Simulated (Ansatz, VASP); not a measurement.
## Two plane-wave programs on Zr

INCAR

```
PREC     = Accurate       # precision mode
ENCUT    = 520            # plane-wave cutoff, eV
EDIFF    = 1E-8           # SCF threshold, eV
ISMEAR   = -1             # smearing method
SIGMA    = 0.08           # smearing width, eV
LREAL    = F              # projectors in reciprocal space
LASPH    = T              # aspherical terms in the spheres
NELM     = 80             # most SCF steps
ALGO     = Normal         # electronic algorithm
ISIF     = 2              # what is computed and relaxed
LWAVE    = F              # write WAVECAR
LCHARG   = F              # write CHGCAR
GGA      = PE             # functional
LEFG     = T            
NBANDS   = 19             # bands
```

The input KPOINTS:

```
Automatic mesh
0
Gamma
  13 13 7
```

Contents of POSCAR:

```
Zr
1.0
    3.1883172162      0.0000000000      0.0000000000
   -1.5941586081      2.7611637045      0.0000000000
    0.0000000000      0.0000000000      5.0774374186
Zr
2
Direct
    0.3333333333      0.6666666667      0.2500000000
    0.6666666667      0.3333333333      0.7500000000
```

Input for Ansatz:

```yaml
crystal:
  lattice:
    - [3.1883172162, 0.0, 0.0]
    - [-1.5941586081, 2.7611637045, 0.0]
    - [0.0, 0.0, 5.0774374186]
  atoms:
    - { symbol: Zr, position: [0.3333333333, 0.6666666667, 0.25] }
    - { symbol: Zr, position: [0.6666666667, 0.3333333333, 0.75] }
kpoints:
  mp_grid: { grid: [13, 13, 7] }
scf:
  occupations: { method: fermi_dirac, width: 0.08 }
hamiltonian:
  xc: pbe
  pseudopotentials: { kind: paw }
output:
  forces: true
  stress: true
  eigenvalues: true
  efg: { contact_densities: true }
  write_density: true
  write_potential: true
  elf: true
  volumetric_format: npy
```

Change from the starting cell: volume scaled by 0.96, PAW files.

Alike in both runs: task electric field gradients; functional PBE; k mesh 13 × 13 × 7; occupations fermi-dirac, width 0.08 eV; no spin polarisation.

```csv
,VASP,Ansatz
version,VASP 6.6.1,Ansatz 0.2.0
potentials or method,"VASP PAW PBE potentials, release 64 (Zr_sv)","PAW with Ansatz's default frozen-core files, scalar-relativistic"
plane-wave cutoff (eV),520,420
valence electrons in the cell,24,24
```

VASP gave:

* pressure (GPa): 4.7
* largest component of the traceless stress (GPa): 0.69
* Vzz of the field gradient on the site that differs most (V/Å²): 45.7

Task: Estimate Ansatz's values.

Result: Pressure (GPa): 4.6; largest component of the traceless stress (GPa): 0.70; Vzz of the field gradient on the site that differs most (V/Å²): 46.2.

Ansatz warned: «gradients_without_spin_orbit».
